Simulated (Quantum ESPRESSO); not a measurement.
Runs of Quantum ESPRESSO 7.5 on PbO (Litharge). The structure is tetragonal, space group P4/nmm (No. 129). The conventional cell has a = 3.990 Å, b = 3.990 Å, c = 5.010 Å, α = 90.00°, β = 90.00°, γ = 90.00°. Pb (site symmetry 4mm) is surrounded by 4 O at 2.33 Å. O (site symmetry -4m2) has 4 Pb at 2.33 Å as nearest neighbours. 

```csv
level,potentials or basis,k mesh,cutoff (eV),form of the LDA,mesh quality,gap on the mesh (eV)
PBEsol,PseudoDojo 0.4.1 SR PBEsol standard,4 × 4 × 4,1143,-,not flagged,1.09
LDA,PseudoDojo 0.4.1 SR LDA stringent,2 × 2 × 2,1252,PW92,coarse,1.14
LDA,PseudoDojo 0.4.1 SR LDA standard,2 × 2 × 2,1143,PW92,coarse,1.12
PBEsol,PseudoDojo 0.4 SR PBEsol stringent,2 × 2 × 2,1252,-,coarse,(a)
PBEsol,PseudoDojo 0.4.1 SR PBEsol standard,2 × 2 × 2,1143,-,coarse,1.09
```

Alike in all rows: task single point; no spin polarisation; cell as given; smearing fixed.

Task: Fill in the values left out.

Result: (a) 1.11.

Caveats: some runs use coarse meshes; spin-orbit coupling is left out, which as a rule narrows the gap of such compounds by several tenths of an eV.

A k mesh can miss the band edges, and the runs leave out spin-orbit coupling on Pb.

Not every run made on this cell is shown here.
